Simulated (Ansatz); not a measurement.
The geometry is COD entry 4303945, unchecked; take it as a test cell.

An input for ZrN and the output that it gave: DFT, LDA, all-electron LAPW, scalar-relativistic (Ansatz 0.2.0).

Command: `ansatz run input.yaml --threads 1 --pin off --max-ram 3072MiB --backend cpu --events-out ev --progress --plain --runs-dir out` The run took 18 s on 1 thread of Intel(R) Xeon(R) Platinum 8259CL CPU @ 2.50GHz (Skylake/Cascade Lake), with other jobs on the host, peak memory 0.34 GiB.

```yaml
crystal:
  lattice:
    - [0.0, 2.28423, 2.28423]
    - [2.28423, 0.0, 2.28423]
    - [2.28423, 2.28423, 0.0]
  atoms:
    - { symbol: Zr, position: [0.0, 0.0, 0.0] }
    - { symbol: "N", position: [0.5, 0.5, 0.5] }
kpoints:
  mp_grid: { grid: [9, 9, 9] }
  band_path:
    path:
      - [0.0, 0.0, 0.0]
      - [0.5, 0.0, 0.5]
      - [0.625, 0.25, 0.625]
      - [0.375, 0.375, 0.75]
      - [0.0, 0.0, 0.0]
      - [0.5, 0.5, 0.5]
      - [0.5, 0.25, 0.75]
      - [0.5, 0.0, 0.5]
    npoints: 14
scf:
  occupations: { method: fermi_dirac, width: 0.03 }
hamiltonian:
  xc: lda
  pseudopotentials: { kind: all_electron, lapw: { basis_error: 0.00025 } }
output:
  forces: true
  stress: true
  eigenvalues: true
  fatbands: true
  populations: true
  dos: { projected: true, de: 0.2, e_range: [-14, 8] }
```

What the program printed:

```
Zr: projections on atomic orbitals take those of the free atom 1s2 2s2 2p6 3s2 3p6 3d10 4s2 4p6 4d2 5s2, of charge +0.00 (hamiltonian.pseudopotentials.projection_atoms)
N: projections on atomic orbitals take those of the free atom 1s2 2s2 2p3, of charge +0.00 (hamiltonian.pseudopotentials.projection_atoms)
LAPW: plane waves up to 9.291 Å⁻¹, error target 2.5e-4 eV per atom; small_component_spin mean_spin; N in spheres of 1.057 Å, 7 of its electrons in bands, Dirac shells []; Zr in spheres of 1.227 Å, 30 of its electrons in bands, Dirac shells []
Engine: ansatz 0.2.0
Pseudopotentials: kind: all_electron
Pseudopotential: Zr, LAPW, valence charge 30, Koelling and Harmon's equation, gaussian nucleus
Pseudopotential: N, LAPW, valence charge 7, Koelling and Harmon's equation, gaussian nucleus
Functional definition: SPW92
  exchange = slater_x
  correlation = pw_c
Crystal: 2 atoms, lattice volume = 23.837 Å³
Basis set: ecut = 328.8788872282939 eV, 331 PW (Γ), exchange–correlation at level 2
Bands: 23, of which v1, the nominal top of the filled ones, is band 19 counted from 1 (18 counted from 0)
Symmetry: 48 space group operations
Space group: Fm-3m (ITA 225), of the structure as read, at distance tolerance 2.9e-5 Å
k-points: 35 of 729
Non-local potential: Zr, projectors of the file, none
Non-local potential: N, projectors of the file, none
Initial density: superposition of atomic densities (chi_scale 0.1, normalization cell, long waves kept (reshape's long-wave potential 0.00 eV rms))
Initial wavefunctions: plane waves of lowest kinetic energy (no species holds an atomic orbital)
Functional: x = slater, c = lda
iter 1 solved again at ethr=1.15e-2 eV; its pass at ethr=1.00e-1 eV (dr2=4.27e0 eV) is discarded
SCF iter   1: F=—  HF=-99306.933568 eV  |F-HF|=—  |Δ(HF+E_count)|=         —  Δρ=1.17e-1  dr2=4.27e0  ethr=1.15e-2  ⟨swp⟩=2.1  Hψ=5396  notcnv=0
preconditioner: auto → none  [insulator: Δε(μ)=0.110 eV  Ē_g=19.435 eV  σ=0.030 eV  W_gap=0.69  n_scr=14 (ndim 8)  ℏωp=29.5 eV  f_vac=0.000  D(μ)=0.76/eV (n_scr^D=8)  ε∞_Penn≈3.3]
SCF iter   2: F=—  HF=-99306.291349 eV  |F-HF|=—  |Δ(HF+E_count)|=   6.42e-1  Δρ=8.12e-2  dr2=1.93e0  ethr=1.15e-2  ⟨swp⟩=3.0  Hψ=2374  notcnv=0
iter 3 solved again at ethr=2.32e-4 eV; its pass at ethr=5.21e-3 eV (dr2=8.57e-2 eV) is discarded
SCF iter   3: F=—  HF=-99304.942094 eV  |F-HF|=—  |Δ(HF+E_count)|=    1.35e0  Δρ=1.65e-2  dr2=8.59e-2  ethr=2.32e-4  ⟨swp⟩=2.0  Hψ=4141  notcnv=0
SCF iter   4: F=—  HF=-99304.975810 eV  |F-HF|=—  |Δ(HF+E_count)|=         —  Δρ=2.05e-2  dr2=1.37e-1  ethr=2.32e-4  ⟨swp⟩=2.7  Hψ=2614  notcnv=0
the basis was enlarged: its passes take 151.3 KiB over the memory plan, 1 of 1 planned eigensolver slots
SCF iter   5: F=—  HF=-99304.921729 eV  |F-HF|=—  |Δ(HF+E_count)|=   5.41e-2  Δρ=6.61e-3  dr2=1.43e-2  ethr=2.32e-4  ⟨swp⟩=2.0  Hψ=2436  notcnv=0
SCF iter   6: F=—  HF=-99304.916061 eV  |F-HF|=—  |Δ(HF+E_count)|=   5.67e-3  Δρ=1.87e-4  dr2=1.10e-5  ethr=3.87e-5  ⟨swp⟩=2.0  Hψ=2524  notcnv=0
SCF iter   7: F=—  HF=-99304.916045 eV  |F-HF|=—  |Δ(HF+E_count)|=   1.65e-5  Δρ=4.18e-5  dr2=5.23e-7  ethr=2.96e-8  ⟨swp⟩=2.8  Hψ=2486  notcnv=0
SCF iter   8: F=-99304.916044 eV  HF=-99304.916044 eV  |F-HF|=5.37e-9  |Δ(HF+E_count)|=   2.79e-7  Δρ=3.69e-6  dr2=3.60e-9  ethr=1.41e-9  ⟨swp⟩=2.1  Hψ=2423  notcnv=0
SCF 1 converged in 8 iterations: F = -99304.916044 eV  dr2 = 3.60e-9
NSCF: frozen V_eff on 99 k-points
SCF converged after 8 iterations
Free energy (F): -99304.916044 eV
Harris-Foulkes:  -99304.916044 eV  (|F-HF|=5.37e-9)
Internal energy: -99304.911994 eV  (E = F + TS)
E sigma→0 (E₀):  -99304.914019 eV
Entropy (-TS):   -0.004050 eV (-2.025 meV/atom)
Fermi energy:    19.285492 eV
--- Per-component energies (eV) ---
  E_band       = -4716.940614
  E_kinetic    = 102482.874925
  E_xc         = -3182.336990
  E_electrostatic = -198605.449930  (all electrons and nuclei)
  E_smearing   = -0.004050  (= −TS)
  E_closure    = 0.000000  (closes the sum)
  E_atoms      = -99283.684314  (free atoms, spherical and without spin; not in F)
  Σ components = -99304.916044   (vs F -99304.916044, Δ=0.00e0)
  Basis errors (estimates in eV, not in F): energy 8.5e-5 per atom: plane waves 7.7e-5 (4.3e-5 summed), levels above the bands 5.7e-48, relativity 8.9e-9, radial functions 7.8e-6, core shells 1.4e-13; eigenvalues (radial functions only) 3.8e-7; not estimated: angular momenta, meshes, grids; target (lapw.basis_error) 2.5e-4; muffin-tin radii N 1.057 Å, Zr 1.227 Å
--- Forces (eV/Å), atoms counted from 1 ---
  atom   1  Zr     0.00000000     0.00000000    -0.00000000
  atom   2  N      0.00000000    -0.00000000     0.00000000
  max |Σ_I F_I| component: 7.03e-30 eV/Å
--- Stress (GPa, compression-positive) ---
       -7.652515       0.000000       0.000000
        0.000000      -7.652515       0.000000
        0.000000       0.000000      -7.652515
  P = ⅓ Tr σ = -7.6525 GPa (-76.525 kbar)
--- Band table (eV; the first three rows and the last of 35) ---
  k-point 0: bands = ["-378.6547", "-354.5913", "-292.2483", "-292.2483", "-292.2483", "-150.0661", "-150.0661", "-150.0629", "-150.0629", "-150.0629", "-30.0529", "-7.7091", "-7.7091", "-7.7091", "3.2258", "16.6793", "16.6793", "16.6793", "18.8957", "18.8957", "18.8957", "20.9100", "20.9100"]
  k-point 1: bands = ["-378.6547", "-354.5913", "-292.2483", "-292.2483", "-292.2483", "-150.0661", "-150.0661", "-150.0629", "-150.0629", "-150.0629", "-30.0354", "-7.8685", "-7.7208", "-7.7208", "3.4847", "15.7324", "16.0228", "16.0228", "19.2152", "19.2557", "19.2557", "21.7841", "21.7841"]
  k-point 2: bands = ["-378.6547", "-354.5913", "-292.2483", "-292.2483", "-292.2483", "-150.0661", "-150.0661", "-150.0629", "-150.0629", "-150.0629", "-29.9910", "-8.2499", "-7.7503", "-7.7503", "4.1421", "14.0859", "14.9439", "14.9439", "19.7749", "20.1291", "20.1291", "23.6089", "23.6089"]
  k-point 34: bands = ["-378.6547", "-354.5913", "-292.2483", "-292.2483", "-292.2483", "-150.0661", "-150.0661", "-150.0629", "-150.0629", "-150.0629", "-29.8561", "-8.4838", "-8.3275", "-8.1002", "4.4472", "13.7407", "14.5343", "14.6125", "19.8089", "21.0143", "23.8397", "24.1285", "25.5122"]
--- Löwdin populations: 2 sites ---
  site symbol       q [e]
     0     Zr     39.2302
     1      N      7.7124
  spilling = 0.001222 (of n_electrons = 47.000000)
```

Spin polarisation is left out, and whether a magnetic state lies lower isn't shown here.
